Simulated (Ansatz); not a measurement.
A generator proposed this cell of MgH₂.

```xyz
3
Lattice="4.0678 0.0000 0.0000 0.0000 4.0678 0.0000 0.0000 0.0000 2.8764" Properties=species:S:1:pos:R:3 pbc="T T T"
Mg    0.0000    0.0000    0.0000
H     2.0339    0.0000    1.4382
H     0.0000    2.0339    1.4382
```

Computed with DFT PBE, scalar-relativistic, plane waves, PAW in Ansatz 0.2.0. Cutoff 420 eV; k points 4×4×6 on the computed 3-atom cell (Γ-centred); Gaussian smearing, width 0.10 eV; no spin polarisation.

Energies over the elements count from the elements' standard structures at the same level (H₂ as a molecule), with no fitted energy shifts.

Task: Estimate its pressure, forces and energy as it stands.

Result: The pressure is -10.1 GPa (the mean over three directions, positive in compression), the largest force is 0.00 eV/Å (symmetry fixes the atoms), and the energy is +0.43 eV/atom against the elements. The shortest distance is 2.49 Å.

Task: Is it a good guess?

Result: A rough one: relaxing gains about 0.32 eV/atom (the start's value is from the coarse mesh, so the gain is rough) in 15 ionic steps and ends at +0.11 eV/atom on the finer mesh. The symmetry stays P4/mmm (No. 123). The volume per atom shrinks by 39.6 %, from 15.9 to 9.6 Å³. The shortest distance goes from 2.49 Å (Mg–H) to 2.12 Å (Mg–H). The ratio c/a of the conventional cell changes by a factor of 1.15. Conventional cell: a = 3.278 Å, c = 2.676 Å. Mg is surrounded by 8 H at 2.12 Å; H has 4 Mg at 2.12 Å, 4 H at 2.32 Å and 2 H at 2.68 Å.

The last run used a 14×14×18 mesh (in the run's order of axes) for its 3-atom cell and Gaussian smearing of 0.10 eV. With hydrogen, zero-point motion can shift formation energies by some tens of meV/atom. The relaxation can't lower the symmetry of the start, and the grade says only how near the guess is to its own end. A structure relaxed within its symmetry needn't be a true minimum. Another cell of MgH2 relaxed alike, in P-3m1, lies 237 meV/atom lower, so this cell isn't the stable form at this level.
